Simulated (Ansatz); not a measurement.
**SnSe under changes of volume**

One of the cells (26.676 Å³/atom); the others are scaled copies at fixed shape and fractional positions:

```
Sn Se
1.0
    11.42000    0.00000    0.00000
     0.00000    4.19000    0.00000
     0.00000    0.00000    4.46000
Sn Se
4 4
Direct
  0.87700 0.75000 0.90900
  0.62300 0.25000 0.40900
  0.37700 0.75000 0.59100
  0.12300 0.25000 0.09100
  0.64300 0.75000 0.98400
  0.85700 0.25000 0.48400
  0.14300 0.75000 0.51600
  0.35700 0.25000 0.01600
```

```yaml
Program: Ansatz 0.2.0
Functional: PBEsol
Potentials_or_basis: all-electron LAPW, scalar-relativistic
Cutoff: 257 eV (chosen from the basis error)
Basis_error_allowed: 0.001 eV/atom
k_mesh: 3 × 6 × 6
Occupations: fermi-dirac, width 0.05 eV
Spin: no spin polarisation
```

```csv
volume (Å³/atom),energy over the lowest point (meV/atom),pressure (GPa),gap on the mesh (eV),largest force (eV/Å)
25.076,11.91,3.1,0.49,0.611
25.609,3.78,1.8,0.48,0.470
26.143,0.00,0.5,0.48,0.342
26.676,0.09,-0.6,0.49,0.234
27.210,3.67,-1.6,0.49,0.164
27.743,?,?,?,?
28.277,19.88,-3.2,0.52,0.227
```

**Question.** What does the run at 27.743 Å³/atom give?

**Answer.** Energy over the lowest point 10.37 meV/atom; pressure -2.4 GPa; gap on the mesh 0.51 eV; largest force 0.166 eV/Å.

Worked out: A Birch-Murnaghan fit of order 3 (a polynomial in V^(-2/3)) to the other rows has its minimum at 26.39 Å³/atom with B0 = V·E''(V) = 55 GPa and B' = 4.4 at fixed shape and positions, which overstates the stiffness. It gives 10.37 meV/atom at 27.743 Å³/atom, against the run's 10.37, and -dE/dV = -2.4 GPa, against -2.4. A parabola through the other rows of the gap, of slope 0.711 eV per unit of ln V there, gives 0.50 eV, against the run's 0.51.

Energies are extrapolated to zero smearing.

Caveats: spin-orbit coupling is left out, which moves the levels of the heavy elements; an odd mesh through Γ misses points on the zone boundary, where band edges often lie; this functional lacks dispersion, which binds the layers, so the pressure and a relaxed spacing across them are unreliable (some runs).
